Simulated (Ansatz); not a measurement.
# CoO (R-3m) in Ansatz: further runs

Runs on CoO. Level: PBEsol. Tasks: phonons, elastic constants.

All numbers are computed with Ansatz 0.2.0; they aren't measurements. Logs are shortened: lines on timing, memory, paths and dates and some standing lists are left out, and cuts for length are marked.

## Step 1: Starting point

It takes space group R-3m (No. 166, trigonal). The conventional cell has a = 3.011 Å, b = 3.011 Å, c = 7.320 Å, α = 90.00°, β = 90.00°, γ = 120.00°. Co (site symmetry -3m) is surrounded by 6 O at 2.12 Å. O (site symmetry -3m) is surrounded by 6 Co at 2.12 Å.

The cell is a database's computed one.

## Step 2: Phonons, PBEsol, collinear spin, ferromagnetic start

input.yaml

```yaml
crystal:
  lattice:
    - [1.5054695445, 0.8691832468, 2.4399269062]
    - [-1.5054695445, 0.8691832468, 2.4399269062]
    - [0.0, -1.7383664936, 2.4399269062]
  atoms:
    - { symbol: Co, position: [0.0, 0.0, 0.0], spin: 2.0 }
    - { symbol: O, position: [0.5, 0.5, 0.5] }
hamiltonian:
  xc: pbesol
  pseudopotentials: { kind: paw }
magnetization:
  spin_polarized: true
kpoints:
  mp_grid: { grid: [10, 10, 10] }
scf:
  occupations: { method: fermi_dirac, width: 0.05 }
phonons:
  method: dfpt
  qmesh: [2, 2, 2]
  temperatures: { t_max: 1000, t_step: 100 }
  qpath:
    path:
      - [[0.0, 0.0, 0.0], [0.5, 0.0, 0.0], [0.5, 0.2512681158, -0.2512681158]]
      - [[0.7487318842, 0.5, 0.2512681158], [0.5, 0.5, 0.5], [0.0, 0.0, 0.0], [0.3756340579, 0.0, -0.3756340579]]
      - [[0.6243659421, 0.3756340579, 0.0], [0.5, 0.5, 0.0], [0.6243659421, 0.6243659421, 0.2512681158], [0.5, 0.5, 0.5]]
      - [[0.5, 0.0, 0.0], [0.7487318842, 0.3756340579, 0.3756340579]]
    npoints: 8
```

Potentials or basis: Ansatz PAW.

Command:

```
$ ansatz run input.yaml --threads 2 --pin off --max-ram 5632MiB --backend cpu --events-out ev --progress --plain --runs-dir out
```

The program printed:

```text
Warning: RAYON_NUM_THREADS=2 ignored (pool sized by the plan → 2); use --threads N
Engine: ansatz 0.2.0, x86_64-unknown-linux-gnu
Pseudopotentials: kind: paw
Pseudopotential: Co, paw, valence charge 17, recommended cutoff 420 eV (normal), Co.paw.azcp
Pseudopotential: O, paw, valence charge 6, recommended cutoff 420 eV (normal), O.paw.azcp
Functional definition: PBEsol
  exchange = pbesol_x
  correlation = pbesol_c
Crystal: 2 atoms, lattice volume = 19.156 Å³
Basis set: ecut = 420 eV, 339 PW (Γ), exchange–correlation on 48×48×48 points (8 copies of the dense FFT grid, shifted against one another)
Bands: 17, of which v1, the nominal top of the filled ones, is band 12 counted from 1 (11 counted from 0)
Symmetry: 12 space group operations
Space group: R-3m (ITA 166), of the structure as read, at distance tolerance 2.7e-5 Å
Magnetic group: BNS 166.97 (UNI 1327), of the structure as read, at distance tolerance 2.7e-5 Å
k-points: 116 of 1000
Non-local potential: Co, projectors of the file, l = 0: 3, l = 1: 2, l = 2: 3, l = 3: 1
Non-local potential: O, projectors of the file, l = 0: 2, l = 1: 2, l = 2: 1
PAW form: soft (Blöchl's): semilocal exchange-correlation on the pseudo side does not see the compensation charge
PAW frozen core: Co, regenerated for the run's functional, and the local potential with it (the file was generated under x = pbe(κ = 0.804, μ = 0.2195149727645171), c = pbe(β = 0.06672455060314922))
PAW frozen core: O, regenerated for the run's functional, and the local potential with it (the file was generated under x = pbe(κ = 0.804, μ = 0.2195149727645171), c = pbe(β = 0.06672455060314922))
PAW one-centre angular grid: Co, 590 points (default); XC on 64 Gauss nodes
PAW one-centre angular grid: O, 110 points (default); XC on 64 Gauss nodes
Initial density: superposition of atomic densities (chi_scale 0.1, normalization cell, long waves kept (reshape's long-wave potential 0.00 eV rms))
Starting moments: Σ|m| = 2 μB on 1 of 2 sites
Initial wavefunctions: pseudopotential atomic-orbital guess
Functional: x = pbesol(κ = 0.804, μ = 0.12345679012345678), c = pbesol(β = 0.046)
SCF 1 converged in 13 iterations: F = -5652.270132 eV  dr2 = 1.16e-8
a single point of the input's cell can leave the moments in the input for a lower state (scf.lower_state_search): this run first made a single point of its cell. This run's own SCFs start from the density of the state that the single point found, with the moments in the input. The single point stayed on the moments in the input.
Initial density: read from a saved state, or passed on in memory by an earlier SCF of this step, an earlier step, the calling program or the single point that the run made first
Stability of the state it starts from, as read at its close in the collinear treatment: not read negative (Ritz values of 1 − χ₀K, real part plus size of imaginary part, from 0.67 to 0.80, by its mixing steps under the symmetry group of the SCF that read it); its run was given moments
Starting moments: Σ|m| = 2 μB on 1 of 2 sites; this step starts from the density that it was given
iter 1 solved again at ethr=6.69e-9 eV; its pass at ethr=3.10e-3 eV (dr2=1.54e-6 eV) is discarded
SCF iter   1: F=—  HF=-5652.270132 eV  |F-HF|=—  |Δ(HF+E_count)|=         —  Δρ=3.88e-6 (↑3.43e-6 ↓3.88e-6)  dr2=1.80e-9  dr2_m=1.81e-9  M=2.937 μB ∫|m|=2.954 μB  β_m=0.65  ethr=6.69e-9  ⟨swp⟩=3.2  Hψ=29144  notcnv=0
preconditioner: auto → none  [metal: Δε(μ)=0.001 eV  Ē_g=13.672 eV  σ=0.050 eV  W_gap=0.00  n_scr=0 (ndim 8)  ℏωp=32.9 eV  f_vac=0.000  D(μ)=3.81/eV (n_scr^D=64)]
SCF iter   2: F=—  HF=-5652.270132 eV  |F-HF|=—  |Δ(HF+E_count)|=   5.39e-9  Δρ=2.02e-6 (↑1.41e-6 ↓2.02e-6)  dr2=3.54e-10  dr2_m=2.78e-10  M=2.937 μB ∫|m|=2.954 μB  β_m=0.54  ethr=7.83e-12  ⟨swp⟩=2.1  Hψ=5840  notcnv=0
SCF iter   3: F=—  HF=-5652.270132 eV  |F-HF|=—  |Δ(HF+E_count)|=  4.18e-11  Δρ=1.64e-6 (↑5.54e-7 ↓1.64e-6)  dr2=1.69e-10  dr2_m=1.65e-10  M=2.937 μB ∫|m|=2.954 μB  β_m=0.72  ethr=1.54e-12  ⟨swp⟩=2.0  Hψ=5738  notcnv=0
SCF iter   4: F=—  HF=-5652.270132 eV  |F-HF|=—  |Δ(HF+E_count)|=  2.67e-10  Δρ=7.39e-7 (↑6.77e-7 ↓7.39e-7)  dr2=1.39e-10  dr2_m=1.62e-11  M=2.937 μB ∫|m|=2.954 μB  β_m=0.66  ethr=1.00e-12  ⟨swp⟩=2.1  Hψ=6604  notcnv=0
SCF iter   5: F=—  HF=-5652.270132 eV  |F-HF|=—  |Δ(HF+E_count)|=  3.09e-11  Δρ=2.89e-7 (↑2.85e-7 ↓2.89e-7)  dr2=1.39e-11  dr2_m=6.48e-12  M=2.937 μB ∫|m|=2.954 μB  β_m=0.72  ethr=1.00e-12  ⟨swp⟩=2.6  Hψ=6448  notcnv=0
SCF iter   6: F=—  HF=-5652.270132 eV  |F-HF|=—  |Δ(HF+E_count)|=  8.19e-12  Δρ=9.97e-8 (↑8.56e-8 ↓9.97e-8)  dr2=8.42e-13  dr2_m=1.14e-12  M=2.937 μB ∫|m|=2.954 μB  β_m=0.84  ethr=1.00e-12  ⟨swp⟩=1.0  Hψ=3944  notcnv=0
SCF iter   7: F=-5652.270132 eV  HF=-5652.270132 eV  |F-HF|=0.00e0  |Δ(HF+E_count)|=  9.09e-13  Δρ=2.76e-8 (↑1.37e-8 ↓2.76e-8)  dr2=6.41e-14  dr2_m=3.99e-14  M=2.937 μB ∫|m|=2.954 μB  ethr=1.00e-12  ⟨swp⟩=3.1  Hψ=14207  notcnv=0
SCF 2 converged in 7 iterations: F = -5652.270132 eV  dr2 = 6.41e-14
iter 1 solved again at ethr=7.40e-9 eV; its pass at ethr=3.10e-3 eV (dr2=1.70e-6 eV) is discarded
SCF iter   1: F=—  HF=-5652.270132 eV  |F-HF|=—  |Δ(HF+E_count)|=         —  Δρ=4.69e-7 (↑1.29e-7 ↓4.69e-7)  dr2=3.62e-11  dr2_m=1.08e-11  M=2.937 μB ∫|m|=2.954 μB  β_m=0.30  ethr=7.40e-9  ⟨swp⟩=3.1  Hψ=29107  notcnv=0
eigensolver tolerance schedule: the retry pair's looser diagonalisation over-reported the residual by 46977.16 of it (diagonalisation noise at 0.13 of the residual, at the tolerance the schedule requests for it); recorded, not acted on — ethr = c·dr2/N_el stays at c = 1.0e-1
preconditioner: auto → none  [metal: Δε(μ)=0.001 eV  Ē_g=13.672 eV  σ=0.050 eV  W_gap=0.00  n_scr=8 (ndim 8)  ℏωp=32.9 eV  f_vac=0.000  D(μ)=3.81/eV (n_scr^D=64)]
SCF iter   2: F=—  HF=-5652.270132 eV  |F-HF|=—  |Δ(HF+E_count)|=  5.76e-10  Δρ=6.73e-7 (↑2.59e-7 ↓6.73e-7)  dr2=1.03e-10  dr2_m=1.71e-11  M=2.937 μB ∫|m|=2.954 μB  β_m=0.30  ethr=1.00e-12  ⟨swp⟩=3.0  Hψ=8008  notcnv=0
SCF iter   3: F=—  HF=-5652.270132 eV  |F-HF|=—  |Δ(HF+E_count)|=  1.46e-11  Δρ=2.15e-7 (↑8.68e-8 ↓2.15e-7)  dr2=1.07e-11  dr2_m=1.88e-12  M=2.937 μB ∫|m|=2.954 μB  β_m=0.35  ethr=1.00e-12  ⟨swp⟩=1.0  Hψ=3944  notcnv=0
SCF iter   4: F=-5652.270132 eV  HF=-5652.270132 eV  |F-HF|=2.73e-12  |Δ(HF+E_count)|=    0.00e0  Δρ=9.59e-8 (↑2.94e-8 ↓9.59e-8)  dr2=1.92e-12  dr2_m=3.40e-13  M=2.937 μB ∫|m|=2.954 μB  ethr=1.00e-12  ⟨swp⟩=2.4  Hψ=7547  notcnv=0
SCF 3 converged in 4 iterations: F = -5652.270132 eV  dr2 = 1.92e-12
phonons: the bands overlap, so this run is a metal and interpolates without the dipole-dipole term. If the crystal is really an insulator or semiconductor, its LO-TO splitting is missing
NSCF: frozen V_eff on 116 k-points
NSCF: frozen V_eff on 282 k-points
DFPT response loops at q = (0, 0, 0) (fractional): preconditioner auto → Kerker (q_TF=auto, 2.813 Å⁻¹) (partly filled bands, converged f_vac=0.000); β = 1.00, the filter's whole step (`scf.mixing.beta` (0.30) is not read by the response loops under this deck's `scf.mixing.preconditioner`; to damp them name `kerker` or `kerker_dos`, under which they read `scf.mixing.beta`, and type it under 1.00, their step now; both keys bind the ground state too); Broyden in place of MSR1
NSCF: frozen V_eff on 564 k-points
DFPT response loops at q = (0, 0, -0.5) (fractional): mixed as the last ones told, above
NSCF: frozen V_eff on 1008 k-points
DFPT response loops at q = (0, -0.5, -0.5) (fractional): mixed as the last ones told, above
NSCF: frozen V_eff on 564 k-points
DFPT response loops at q = (-0.5, -0.5, -0.5) (fractional): mixed as the last ones told, above
SCF converged after 7 iterations
Magnetization: 2.9374 μB (12.9687 up, 10.0313 down)
Absolute magnetization: 2.9535 μB (∫|ρ↑−ρ↓|, with the PAW one-centre terms)
Spin contamination: 0.0078 ħ² per cell (⟨S²⟩ above its minimum at these occupations)
Per-site moments (μB) at R_I (Å): [(2.485342466698152, 0.876038603632342), (0.33541454405516863, 0.876038603632342)]
Free energy (F): -5652.270132 eV
Harris-Foulkes:  -5652.270132 eV  (|F-HF|=0.00e0)
Internal energy: -5652.238556 eV  (E = F + TS)
E sigma→0 (E₀):  -5652.254344 eV
Entropy (-TS):   -0.031576 eV (-15.788 meV/atom)
Fermi energy:    13.983014 eV
--- Per-component energies (eV) ---
  E_band       = -303.587940
  E_kinetic    = 616.846634
  E_local      = -3418.507461  (includes V_loc(G=0)·N_el)
  E_nonlocal   = 515.704135
  E_hartree    = 1400.608645
  E_xc         = -226.210672
  E_vxc        = -292.223572  (∫ρ·V_xc dr)
  E_paw        = -1638.221733  (= ΣΔE_a)
  E_vpaw       = -526.627431  (= ΣTr[D̂ρ^β])
  E_aug_tail   = 0.002466  (compensation charges beyond the density's cutoff)
  E_ewald      = -2902.684276
  E_core_change = 0.223707  (= ΣΔE_core)
  E_smearing   = -0.031576  (= −TS)
  E_closure    = -0.000000  (closes the sum)
  Σ components = -5652.270132   (vs F -5652.270132, Δ=0.00e0)
--- Band table (eV; the first three rows and the last of 232) ---
  k-point 0 ↑: bands = ["-82.6468", "-46.0486", "-46.0486", "-46.0392", "-6.3925", "10.6465", "10.6465", "10.6637", "10.6637", "10.6952", "10.7852", "10.7852", "10.8241", "14.7747", "30.4376", "31.7577", "31.7577"]
  k-point 1 ↑: bands = ["-82.6465", "-46.0521", "-46.0491", "-46.0401", "-6.2857", "9.6548", "9.7297", "9.7646", "10.8450", "10.8672", "11.1481", "11.6307", "11.6511", "15.4651", "28.6226", "31.3943", "31.5595"]
  k-point 2 ↑: bands = ["-82.6456", "-46.0616", "-46.0503", "-46.0418", "-5.9924", "8.2147", "8.9237", "8.9634", "11.0278", "11.0524", "11.3911", "12.5531", "12.5626", "16.8114", "26.2769", "30.0994", "30.2237"]
  k-point 115 ↓: bands = ["-79.6212", "-43.1342", "-43.0948", "-43.0948", "-4.4992", "6.1540", "9.1086", "9.1086", "13.8783", "13.8783", "14.1829", "16.5921", "16.5921", "19.0305", "24.0713", "27.5753", "27.5753"]
--- Phonons (Γ-DFPT): 4 representative perturbations + reference (Σ response iterations 12) ---
  ASR residual: 7.803e-4 → 0.000e0 eV/Å²; symmetrization residual: 1.840e-6 eV/Å²
  ASR residual per site (eV/Å²): 7.80e-4 1.78e-5
  Γ frequencies (cm⁻¹): 0.00 0.00 0.00 22.87 65.04 65.04
--- Phonons (arbitrary-q DFPT): 4 irreducible q on the 2×2×2 mesh ---
  q = [0.0000, 0.0000, 0.0000] (star 1, of the zone-centre solve; hermiticity 1.87e-5, symmetrization 6.94e-11): -0.00 -0.00 -0.00 22.87 65.04 65.04
  q = [0.0000, 0.0000, -0.5000] (star 3, 6 solved perturbations on 282 of 1000 k-point pairs; hermiticity 1.80e-7, symmetrization 2.98e-13): 125.18 128.27 195.09 196.98 225.57 386.84
  q = [0.0000, -0.5000, -0.5000] (star 3, 4 solved perturbations in 1572 linear systems a pass and spin channel, the states on 504 of 1000 k-point pairs; hermiticity 1.18e-6, symmetrization 2.38e-11): -114.71 -82.84 -81.86 245.77 250.86 342.04
  q = [-0.5000, -0.5000, -0.5000] (star 1, 4 solved perturbations in 796 linear systems a pass and spin channel, the states on 282 of 1000 k-point pairs; hermiticity 2.74e-12, symmetrization 2.53e-12): 124.70 124.70 201.64 201.64 218.25 386.11
  sum rule: each row above includes the acoustic sum rule's correction from the zone centre's row sums; it moved no ω² by more than (1.90 cm⁻¹)²
  mesh force constants: q→R imaginary residual 4.07e-17; ASR residual 7.803e-4 → 0.000e0 eV/Å²; symmetrization residual 3.553e-15 eV/Å²
  interpolated dispersion: 76 rows × 6 modes
  density of states and harmonic sums: on the 26×26×26 q-mesh, interpolated from the force constants of a 2×2×2 supercell (no non-analytic term)
  largest difference from the sums on the solved wave vectors: F 2.10e-1 eV, S 2.95e-4 and C_V 8.57e-5 eV/K
  zero-point energy: 0.062543 eV/cell   skipped modes (ω ≤ 0): 833, of them read as no rigid motion or as one in doubt: 830 (5.143e-1 modes/cell left out, lowest -114.71 cm⁻¹)   left out of the sums: 8.57e-2 of the cell's modes: C_V's classical limit lies that fraction below 3 k_B per atom; for a crystal, a wire or a layer, F and S can be off by more, and a phonons.interpolated_qmesh denser along its periods is the remedy for the sampling
```

It took 2.6 min on 2 threads of AMD EPYC 7R43 (Zen 3), shared host; peak memory 1.1 GiB.

What came out:

```yaml
Free_energy: -5652.2701 eV
Band_gap_on_the_k_mesh: none (metal or under the smearing width)
Net_moment: 2.94 μB per cell
Absolute_moment: 2.95 μB per cell
Site_moments: Co +2.49; O +0.34 μB
Highest_phonon_frequency: 387 cm⁻¹
Most_unstable_mode: 115i cm⁻¹
```

Levels at points of the mesh, in eV from the Fermi level:
Spin up:
```tsv
k point	band 9	band 10	band 11	band 12	band 13	band 14	band 15	band 16	band 17
(0.00, 0.00, 0.00)	-3.32	-3.29	-3.20	-3.20	-3.16	0.79	16.45	17.77	17.77
(0.00, 0.00, -0.50)	-2.45	-2.42	-1.89	0.05	0.07	4.79	9.15	13.14	13.24
(0.00, -0.50, -0.50)	-4.08	-2.95	-2.43	-2.14	-2.13	5.64	9.59	11.42	15.44
(-0.50, -0.50, -0.50)	-2.43	-2.43	-1.86	0.07	0.07	4.73	9.26	13.04	13.04
```
Spin down:
```tsv
k point	band 6	band 7	band 8	band 9	band 10	band 11	band 12	band 13	band 14	band 15
(0.00, 0.00, 0.00)	-2.74	-2.74	-2.68	-1.14	-1.14	-1.11	-0.14	-0.14	1.35	16.40
(0.00, 0.00, -0.50)	-7.86	-4.85	-4.80	-0.14	-0.11	0.19	2.59	2.60	5.11	9.97
(0.00, -0.50, -0.50)	-6.64	-4.03	-3.98	-2.33	0.16	0.16	0.35	0.84	6.49	10.10
(-0.50, -0.50, -0.50)	-7.83	-4.87	-4.87	-0.10	-0.10	0.20	2.61	2.61	5.05	10.09
```

Phonon frequencies in cm⁻¹ (negative: imaginary):
| q point | frequencies |
| --- | --- |
| (0.000, 0.000, 0.000) | 0 0 0 23 65 65 |
| (0.000, 0.000, -0.500) | 125 128 195 197 226 387 |
| (0.000, -0.500, -0.500) | -115 -83 -82 246 251 342 |
| (-0.500, -0.500, -0.500) | 125 125 202 202 218 386 |

Caveat: some modes are imaginary; the q mesh is small, so phonon branches between its points and thermal values are rough; a cell with one magnetic atom can't hold antiferromagnetic order, which such compounds often take; semilocal functionals often make such compounds metallic where correlation or magnetic order opens a gap, which also shifts bond lengths; the PAW data sets come from PBE, with cores solved anew for the run's functional, which leaves a small shift of forces and pressure. With open d or f shells a metallic result of PBEsol can be an artefact of self-interaction; +U or a hybrid may open a gap.

## Step 3: Elastic constants, PBEsol, collinear spin, ferromagnetic start

input.yaml

```yaml
crystal:
  lattice:
    - [1.5054695445, 0.8691832468, 2.4399269062]
    - [-1.5054695445, 0.8691832468, 2.4399269062]
    - [0.0, -1.7383664936, 2.4399269062]
  atoms:
    - { symbol: Co, position: [0.0, 0.0, 0.0], spin: 2.0 }
    - { symbol: O, position: [0.5, 0.5, 0.5] }
hamiltonian:
  xc: pbesol
  pseudopotentials: { kind: paw }
magnetization:
  spin_polarized: true
kpoints:
  mp_grid: { grid: [10, 10, 10] }
scf:
  occupations: { method: fermi_dirac, width: 0.05 }
output:
  forces: true
  stress: true
elastic:
  mode: clamped_ion
  stencil: two_point
```

Potentials or basis: Ansatz PAW.

Command:

```
$ ansatz run input.yaml --threads 2 --pin off --max-ram 5632MiB --backend cpu --events-out ev --progress --plain --runs-dir out
```

It took 39 s on 2 threads of AMD EPYC 7R43 (Zen 3), shared host; peak memory 0.5 GiB.

It converged, with:

```
Free energy            : -5652.2701 eV
Pressure               : -9.2 GPa
Band gap on the k mesh : none (metal or under the smearing width)
Net moment             : 2.94 μB per cell
Absolute moment        : 2.95 μB per cell
Site moments           : Co +2.49; O +0.34 μB
Voigt bulk modulus     : 157 GPa
```

Stress tensor (GPa, compression positive):
```
-9.04  0.00  0.00
 0.00 -9.04  0.00
 0.00  0.00 -9.40
```

Levels at points of the mesh, in eV from the Fermi level:
Spin up:
```tsv
k point	band 10	band 11	band 12	band 13	band 14	band 15	band 16	band 17
(0.00, 0.00, 0.00)	-3.29	-3.20	-3.20	-3.16	0.79	16.45	17.77	17.77
(0.00, 0.00, -0.50)	-2.42	-1.89	0.05	0.07	4.79	9.15	13.14	13.24
(0.00, -0.50, -0.50)	-2.95	-2.43	-2.14	-2.13	5.64	9.59	11.42	15.44
(-0.50, -0.50, -0.50)	-2.43	-1.86	0.07	0.07	4.73	9.26	13.04	13.04
```
Spin down:
```csv
k point,band 8,band 9,band 10,band 11,band 12,band 13
"(0.00, 0.00, 0.00)",-2.68,-1.14,-1.14,-1.11,-0.14,-0.14
"(0.00, 0.00, -0.50)",-4.80,-0.14,-0.11,0.19,2.59,2.60
"(0.00, -0.50, -0.50)",-3.98,-2.33,0.16,0.16,0.35,0.84
"(-0.50, -0.50, -0.50)",-4.87,-0.10,-0.10,0.20,2.61,2.61
```

Elastic tensor in Voigt notation (GPa, ions clamped, in the Cartesian axes of the cell as first typed):
```
142 162 171 -20   0   0
162 142 171  20   0   0
171 171 121   0   0   0
-20  20   0   2   0   0
  0   0   0   0   2 -20
  0   0   0   0 -20 -10
```

Caveat: the cell is more than 3 GPa from zero pressure, which shifts response properties; the elastic tensor has a negative eigenvalue, so either the cell is unstable as it stands or the mesh is too thin; the pressure holds a Pulay correction of +0.8 GPa for the finite cutoff; a cell with one magnetic atom can't hold antiferromagnetic order, which such compounds often take; semilocal functionals often make such compounds metallic where correlation or magnetic order opens a gap, which also shifts bond lengths; the PAW data sets come from PBE, with cores solved anew for the run's functional, which leaves a small shift of forces and pressure.
